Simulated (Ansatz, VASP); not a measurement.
## Two plane-wave programs on WC (sol)

The input INCAR:

```
PREC     = Accurate       # precision mode
ENCUT    = 520            # plane-wave cutoff, eV
EDIFF    = 1E-6           # SCF threshold, eV
ISMEAR   = 0              # smearing method
SIGMA    = 0.1            # smearing width, eV
LREAL    = F              # projectors in reciprocal space
LASPH    = T              # aspherical terms in the spheres
NELM     = 60             # most SCF steps
ALGO     = Normal         # electronic algorithm
ISIF     = 2              # what is computed and relaxed
LWAVE    = F              # write WAVECAR
LCHARG   = F              # write CHGCAR
GGA      = PS             # functional
NBANDS   = 16             # bands
```

The input KPOINTS:

```
regular mesh
0
Gamma
  9 9 6
```

POSCAR

```
WC
1.0
    2.8820700000      0.0000000000      0.0000000000
   -1.4410350000      2.4959458400      0.0000000000
    0.0000000000      0.0000000000      2.8238700000
W C
1 1
Direct
    0.0000000000      0.0000000000      0.0000000000
    0.6666666700      0.3333333300      0.5000000000
```

Input for Ansatz:

```yaml
crystal:
  lattice:
    - [2.88207, 0.0, 0.0]
    - [-1.441035, 2.49594584, 0.0]
    - [0.0, 0.0, 2.82387]
  atoms:
    - { symbol: W, position: [0.0, 0.0, 0.0] }
    - { symbol: C, position: [0.66666667, 0.33333333, 0.5] }
basis:
  ecutwfc: 420
kpoints:
  mp_grid: { grid: [9, 9, 6] }
hamiltonian:
  xc: pbesol
  pseudopotentials: { kind: paw, azcp: { folder: soft_1 } }
scf:
  occupations: { method: gaussian, width: 0.1 }
output:
  forces: true
  stress: true
  eigenvalues: true
```

Alike in both runs: task single point; functional PBEsol; k mesh 9 × 9 × 6; occupations gaussian, width 0.1 eV; no spin polarisation.

|  | VASP | Ansatz |
| --- | --- | --- |
| version | VASP 6.6.1 | Ansatz 0.2.0 |
| potentials or method | VASP PAW PBE potentials, release 64 (W_sv, C) | scalar-relativistic, plane waves, PAW |
| plane-wave cutoff (eV) | 520 | 420 |
| valence electrons in the cell | 18 | 18 |

Ansatz gave:

- gap on the k mesh at the Fermi level (eV): none
- pressure (GPa): 5.5
- largest component of the traceless stress (GPa): 2.82

**Question.** What did VASP give for the same quantities?

**Answer.** gap on the k mesh at the Fermi level (eV): none; pressure (GPa): 6.7; largest component of the traceless stress (GPa): 2.60.

A gap of «none» marks a metal or a gap that the smearing closes. Ansatz warned: «pseudo_functional_mismatch».

Caveats: the k mesh is coarse (spacing up to 0.37 Å⁻¹), so the values aren't converged; the PAW data sets were made with another functional, which shifts forces and pressure a little (VASP). The runs have no spin-orbit coupling, so splittings on W are missing.
